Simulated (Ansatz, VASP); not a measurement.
**Two plane-wave programs on ZnS**

Contents of INCAR:

```
  PREC = Accurate
  ENCUT = 520
  EDIFF = 1E-6
  ISMEAR = 0
  SIGMA = 0.02
  LREAL = F
  LASPH = T
  NELM = 60
  ALGO = Normal
  ISIF = 2
  LWAVE = F
  LCHARG = F
  GGA = PS
  NBANDS = 16
```

File KPOINTS:

```
regular mesh
0
Gamma
  8 8 8
```

The input POSCAR:

```
ZnS
1.0
    0.0000000000      2.6780746436      2.6780746436
    2.6780746436      0.0000000000      2.6780746436
    2.6780746436      2.6780746436      0.0000000000
Zn S
1 1
Direct
    0.0000000000      0.0000000000      0.0000000000
    0.2500000000      0.2500000000      0.2500000000
```

Input for Ansatz:

```yaml
crystal:
  lattice:
    - [0.0, 2.6780746436, 2.6780746436]
    - [2.6780746436, 0.0, 2.6780746436]
    - [2.6780746436, 2.6780746436, 0.0]
  atoms:
    - { symbol: Zn, position: [0.0, 0.0, 0.0] }
    - { symbol: S, position: [0.25, 0.25, 0.25] }
basis:
  ecutwfc: 420
  xc_grid: 2
kpoints:
  mp_grid: { grid: [8, 8, 8] }
  band_path: { path: [VBM, CBM], npoints: 2 }
hamiltonian:
  xc: pbesol
scf:
  occupations: { method: gaussian, width: 0.02 }
output:
  forces: true
  stress: true
  eigenvalues: true
```

Alike in both runs: task single point; functional PBEsol; k mesh 8 × 8 × 8; occupations gaussian, width 0.02 eV; no spin polarisation.

```csv
,VASP,Ansatz
version,VASP 6.6.1,Ansatz 0.2.0
potentials or method,"VASP PAW PBE potentials, release 64 (Zn, S)","scalar-relativistic, plane waves, PAW"
plane-wave cutoff (eV),520,420
valence electrons in the cell,18,18
```

Ansatz gave:

* gap on the k mesh at the Fermi level (eV): 2.09
* least direct gap on the mesh (eV): 2.09
* pressure (GPa): 0.0

What did VASP give for the same quantities?

gap on the k mesh at the Fermi level (eV): 2.09; least direct gap on the mesh (eV): 2.09; pressure (GPa): 0.2.

Caveats: the PAW data sets were made with another functional, which shifts forces and pressure a little (VASP). A hybrid or GW would open this gap; PBEsol tends to underestimate it.
